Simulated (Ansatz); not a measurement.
Input and command of a calculation in Ansatz (plane waves; scalar-relativistic PAW potentials unless the input names others):

```yaml
crystal:
  lattice:
    - [2.4988149563, 0.0, 0.0]
    - [-1.2494074781, 2.1640372315, 0.0]
    - [0.0, 0.0, 23.6834504373]
  atoms:
    - { symbol: C, position: [0.6666666667, 0.3333333333, 0.3589004069] }
    - { symbol: C, position: [0.3333333333, 0.6666666667, 0.3809670719] }
    - { symbol: C, position: [0.3333333333, 0.6666666667, 0.4467430902] }
    - { symbol: C, position: [0.6666666667, 0.3333333333, 0.4656731368] }
    - { symbol: C, position: [0.6666666667, 0.3333333333, 0.6494474944] }
    - { symbol: C, position: [0.3333333333, 0.6666666667, 0.6494410544] }
    - { symbol: F, position: [0.0, 0.0, 0.5268311749] }
basis:
  ecutwfc: 420
kpoints:
  mp_grid: { grid: [12, 12, 1] }
hamiltonian:
  xc: pbesol
scf:
  occupations: { method: gaussian, width: 0.05 }
output:
  forces: true
  eigenvalues: true
efield:
  axis: 3
  dipole_correction: true
  ramp_width: 0.04
```

```bash
ansatz run input.yaml --threads 2 --pin off --max-ram 5120MiB --backend cpu --events-out ev --progress --plain --runs-dir out
```

Abridged log:
```
Pseudopotentials: kind: paw
Pseudopotential: C, paw, valence charge 4, recommended cutoff 420 eV (normal)
Pseudopotential: F, paw, valence charge 7, recommended cutoff 420 eV (normal)
Functional definition: PBEsol
Crystal: 7 atoms, lattice volume = 128.069 Å³
Basis set: ecut = 420 eV, 2473 PW (Γ), exchange–correlation on 36×36×320 points (8 copies of the dense FFT grid, shifted against one another)
Bands: 23, of which v1, the nominal top of the filled ones, is band 16 counted from 1 (15 counted from 0)
Symmetry: 6 space group operations
Space group: P3m1 (ITA 156), of the structure as read, at distance tolerance 5.0e-5 Å
k-points: 19 of 144 (time reversal used)
Initial density: superposition of atomic densities (neutral atoms: chi_scale 0, normalization atom), corrected by the library's trained network
Initial wavefunctions: pseudopotential atomic-orbital guess
Functional: x = pbesol(κ = 0.804, μ = 0.12345679), c = pbesol(β = 0.046)
SCF iter   1: F=—  HF=-2274.552670 eV  |F-HF|=—  |Δ(HF+E_count)|=         —  Δρ=1.53e-2  dr2=4.13e-1  ethr=1.77e-3  p=0.066 e·Å  D=9.36e-2 V/Å  ΔV_dip=-2.22 eV  dr2_dipole=1.13e-1  V_vac-E_F(+/−)=3.94/6.15 eV  ⟨swp⟩=8.1  Hψ=2673  notcnv=0  defer=4
efield: sawtooth ramp at fractional position 0.9842 (placed from the atoms, in the widest stretch of the axis that holds none; the zero of the levels goes with the place), width 0.0400; the density the first Hamiltonian is built on has a dipole p = 0.066 e·Å; the dipole correction subtracts the counter field D = 9.36e-2 V/Å, which shifts the + side's vacuum level by -2.22 eV against the − side's; the planar-averaged density in the ramp window peaks in size at 2.6e-5 e/Å³
SCF iter   2: F=—  HF=-2276.055107 eV  |F-HF|=—  |Δ(HF+E_count)|=    1.50e0  Δρ=4.74e-2  dr2=5.48e1  ethr=1.33e-3  p=-0.098 e·Å  D=-1.38e-1 V/Å  ΔV_dip=3.28 eV  dr2_dipole=2.77e1  V_vac-E_F(+/−)=8.70/5.42 eV  ⟨swp⟩=3.6  Hψ=1093  notcnv=0  defer=35  recentre
SCF iter   3: F=—  HF=-2274.529735 eV  |F-HF|=—  |Δ(HF+E_count)|=    1.53e0  Δρ=1.05e-2  dr2=3.87e-1  ethr=1.33e-3  p=0.065 e·Å  D=9.11e-2 V/Å  ΔV_dip=-2.16 eV  dr2_dipole=1.75e-1  V_vac-E_F(+/−)=3.97/6.13 eV  ⟨swp⟩=3.0  Hψ=980  notcnv=0  defer=40
SCF iter   4: F=—  HF=-2274.509225 eV  |F-HF|=—  |Δ(HF+E_count)|=   2.05e-2  Δρ=7.41e-3  dr2=3.52e-1  ethr=1.25e-3  p=0.056 e·Å  D=7.91e-2 V/Å  ΔV_dip=-1.87 eV  dr2_dipole=1.78e-1  V_vac-E_F(+/−)=4.23/6.11 eV  ⟨swp⟩=1.8  Hψ=613  notcnv=0  defer=35
SCF iter   5: F=—  HF=-2274.472442 eV  |F-HF|=—  |Δ(HF+E_count)|=   3.68e-2  Δρ=4.21e-3  dr2=2.66e-1  ethr=1.14e-3  p=0.035 e·Å  D=4.92e-2 V/Å  ΔV_dip=-1.17 eV  dr2_dipole=1.37e-1  V_vac-E_F(+/−)=4.90/6.06 eV  ⟨swp⟩=2.4  Hψ=521  notcnv=0  defer=30
SCF iter   6: F=—  HF=-2274.441484 eV  |F-HF|=—  |Δ(HF+E_count)|=   3.10e-2  Δρ=2.22e-3  dr2=9.91e-3  ethr=8.59e-4  p=0.012 e·Å  D=1.63e-2 V/Å  ΔV_dip=-0.39 eV  dr2_dipole=2.41e-3  V_vac-E_F(+/−)=5.63/6.01 eV  ⟨swp⟩=1.9  Hψ=622  notcnv=0  defer=34
SCF iter   7: F=—  HF=-2274.449267 eV  |F-HF|=—  |Δ(HF+E_count)|=   7.78e-3  Δρ=5.66e-3  dr2=6.87e-1  ethr=3.20e-5  p=0.008 e·Å  D=1.12e-2 V/Å  ΔV_dip=-0.26 eV  dr2_dipole=3.36e-1  V_vac-E_F(+/−)=5.71/5.97 eV  ⟨swp⟩=1.7  Hψ=462  notcnv=0  defer=39
SCF iter   8: F=—  HF=-2274.456887 eV  |F-HF|=—  |Δ(HF+E_count)|=   7.62e-3  Δρ=2.95e-3  dr2=1.96e-1  ethr=3.20e-5  p=0.023 e·Å  D=3.26e-2 V/Å  ΔV_dip=-0.77 eV  dr2_dipole=1.01e-1  V_vac-E_F(+/−)=5.21/5.98 eV  ⟨swp⟩=2.6  Hψ=641  notcnv=0  defer=39
   ...
SCF iter  16: F=—  HF=-2274.441621 eV  |F-HF|=—  |Δ(HF+E_count)|=   6.34e-5  Δρ=7.26e-4  dr2=1.18e-2  ethr=9.66e-6  p=0.009 e·Å  D=1.30e-2 V/Å  ΔV_dip=-0.31 eV  dr2_dipole=5.86e-3  V_vac-E_F(+/−)=5.57/5.88 eV  ⟨swp⟩=1.0  Hψ=395  notcnv=0  defer=37  recentre
SCF iter  17: F=—  HF=-2274.441558 eV  |F-HF|=—  |Δ(HF+E_count)|=   6.30e-5  Δρ=3.80e-4  dr2=3.11e-3  ethr=9.66e-6  p=0.009 e·Å  D=1.32e-2 V/Å  ΔV_dip=-0.31 eV  dr2_dipole=1.55e-3  V_vac-E_F(+/−)=5.56/5.88 eV  ⟨swp⟩=1.0  Hψ=395  notcnv=0  defer=37
SCF iter  18: F=—  HF=-2274.441540 eV  |F-HF|=—  |Δ(HF+E_count)|=   1.78e-5  Δρ=1.75e-4  dr2=6.58e-4  ethr=9.66e-6  p=0.009 e·Å  D=1.32e-2 V/Å  ΔV_dip=-0.31 eV  dr2_dipole=3.36e-4  V_vac-E_F(+/−)=5.56/5.88 eV  ⟨swp⟩=1.3  Hψ=402  notcnv=0  defer=37
SCF iter  19: F=—  HF=-2274.441543 eV  |F-HF|=—  |Δ(HF+E_count)|=   2.78e-6  Δρ=2.14e-4  dr2=1.06e-3  ethr=2.12e-6  p=0.009 e·Å  D=1.32e-2 V/Å  ΔV_dip=-0.31 eV  dr2_dipole=5.36e-4  V_vac-E_F(+/−)=5.56/5.88 eV  ⟨swp⟩=1.2  Hψ=398  notcnv=0  defer=37
SCF iter  20: F=—  HF=-2274.441537 eV  |F-HF|=—  |Δ(HF+E_count)|=   5.83e-6  Δρ=1.39e-4  dr2=4.46e-4  ethr=2.12e-6  p=0.009 e·Å  D=1.34e-2 V/Å  ΔV_dip=-0.32 eV  dr2_dipole=2.24e-4  V_vac-E_F(+/−)=5.56/5.88 eV  ⟨swp⟩=1.0  Hψ=395  notcnv=0  defer=37
SCF iter  21: F=—  HF=-2274.441534 eV  |F-HF|=—  |Δ(HF+E_count)|=   3.38e-6  Δρ=5.57e-5  dr2=6.96e-5  ethr=1.44e-6  p=0.010 e·Å  D=1.35e-2 V/Å  ΔV_dip=-0.32 eV  dr2_dipole=3.41e-5  V_vac-E_F(+/−)=5.56/5.88 eV  ⟨swp⟩=1.2  Hψ=398  notcnv=0  defer=37
SCF iter  22: F=—  HF=-2274.441534 eV  |F-HF|=—  |Δ(HF+E_count)|=   2.64e-7  Δρ=7.77e-6  dr2=5.99e-7  ethr=2.24e-7  p=0.010 e·Å  D=1.35e-2 V/Å  ΔV_dip=-0.32 eV  dr2_dipole=1.86e-7  V_vac-E_F(+/−)=5.56/5.88 eV  ⟨swp⟩=1.3  Hψ=406  notcnv=0  defer=38
SCF iter  23: F=-2274.441534 eV  HF=-2274.441534 eV  |F-HF|=2.11e-8  |Δ(HF+E_count)|=   2.78e-8  Δρ=3.48e-6  dr2=4.70e-8  ethr=3.23e-10  p=0.010 e·Å  D=1.35e-2 V/Å  ΔV_dip=-0.32 eV  dr2_dipole=4.33e-9  V_vac-E_F(+/−)=5.56/5.88 eV  ⟨swp⟩=15.0  Hψ=2522  notcnv=0
SCF 1 converged in 23 iterations: F = -2274.441534 eV  dr2 = 4.70e-8
SCF converged after 23 iterations
Free energy (F): -2274.441534 eV
Harris-Foulkes:  -2274.441534 eV  (|F-HF|=2.11e-8)
Internal energy: -2274.432046 eV  (E = F + TS)
E sigma→0 (E₀):  -2274.436790 eV
Entropy (-TS):   -0.009487 eV (-1.355 meV/atom)
Fermi energy:    -0.298768 eV
Dipole field:    D = 0.013382 V/Å  (p = 0.009471 e·Å, saw-weighted, corrected)
Work function:   Φ+ = 5.5627 eV   Φ− = 5.8796 eV
Levels:          The Fermi level and band energies are counted from a zero that moves with the ramp; work functions are not
--- Forces (eV/Å), atoms counted from 1 ---
  atom   1  C      0.00000000     0.00000000     3.94861019
  atom   2  C      0.00000000     0.00000000    -5.49199451
  atom   3  C      0.00000000     0.00000000     1.78133942
  atom   4  C      0.00000000     0.00000000    -0.32647873
  atom   5  C      0.00000000     0.00000000    -0.01529675
  atom   6  C      0.00000000     0.00000000    -0.00915509
  atom   7  F      0.00000000     0.00000000     0.11299628
```

Apart from outputs, empty bands and the relaxation, which only the reference makes, the input differs from a reference run on usual settings in magnetization: {"spin_polarized": true} → not typed. The reference, at the same geometry, ended its own course with largest force 4.749 eV/Å (on an atom or along a direction that it held fixed), no gap on the mesh. This run converged in 23 SCF iterations with an energy at zero smearing 41.87 meV/atom above the reference's, largest force 5.492 eV/Å, no gap on the mesh. Its lack of spin polarisation is looser than usual, and the result moved.

Time: 2.8 s on 2 threads of Intel(R) Xeon(R) 6975P-C (Granite Rapids), with other jobs on the host, peak memory 0.39 GiB.